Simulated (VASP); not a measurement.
ZrO2 (space group P4_2/nmc): computed properties

Level of theory: r2SCAN meta-GGA, VASP's PBE PAW potentials (set 64) (plane waves; VASP).

| Property | Result |
|---|---|
| space group | P4_2/nmc (137) |
| cell | a = b = 3.602 Å, c = 5.223 Å, α = β = γ = 90.00° |
| volume per atom | 11.30 Å³/atom |
| band gap (over mesh and band path) | 4.58 eV |
| smallest direct gap (over mesh and band path) | 4.68 eV |
| band-edge character | indirect, M-Γ at 0.60 to Γ |
| density | 6.04 g/cm³ |

```xyz
6
Lattice="3.6024 0.0000 0.0000 0.0000 3.6024 0.0000 0.0000 0.0000 5.2226" Properties=species:S:1:pos:R:3 pbc="T T T"
Zr     0.0000     0.0000     0.0000
Zr     1.8012     1.8012     2.6113
O      0.0000     1.8012     1.5772
O      0.0000     1.8012     4.1885
O      1.8012     0.0000     1.0340
O      1.8012     0.0000     3.6453
```

The path is coarsely sampled, so an indirect gap can come out somewhat too large.

The structure comes from a computed database's ZrO2 entry (P4_2/nmc); how it stands against other phases isn't given here. It was relaxed first. Symmetry was kept, so distortions that lower it aren't found.
